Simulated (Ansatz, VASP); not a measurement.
# One calculation of TaN, two programs

```xyz
6
Lattice="5.1960 0.0000 0.0000 -2.5980 4.4999 0.0000 0.0000 0.0000 2.9110" Properties=species:S:1:pos:R:3 pbc="T T T"
Ta    0.0000    2.9999    1.4555
Ta    2.5980    1.5000    1.5555
Ta    0.0000    0.0000    0.0000
N     2.0412    0.0000    0.0000
N     1.5774    2.7321    0.0000
N    -1.0206    1.7678    0.0000
```

Alike in both runs: task single point; functional PBE; k mesh 6 × 6 × 8; occupations gaussian, width 0.05 eV; no spin polarisation.

|  | VASP | Ansatz |
| --- | --- | --- |
| version | VASP 6.6.1 | Ansatz 0.2.0 |
| potentials or method | VASP PAW PBE potentials, release 64 (Ta_pv, N) | scalar-relativistic, plane waves, PAW |
| plane-wave cutoff (eV) | 520 | 500 |
| valence electrons in the cell | 48 | 54 |

```tsv
	VASP	Ansatz	Ansatz less VASP
gap on the k mesh at the Fermi level (eV)	none	none	-
pressure (GPa)	6.6	5.8	-0.76
largest component of the traceless stress (GPa)	1.18	1.11	-0.068
rms of the force components (eV/Å)	0.580	0.576	-0.0036
```

Atom by atom the forces differ by 0.005 eV/Å (rms over components). A gap of «none» marks a metal or a gap that the smearing closes. The two sets of potentials don't hold the same shells in valence.

Caveats: forces of over 1 eV/Å show positions far from the minimum, so gaps and moduli don't describe the material at rest. Spin-orbit coupling is left out, which matters for the levels of Ta.
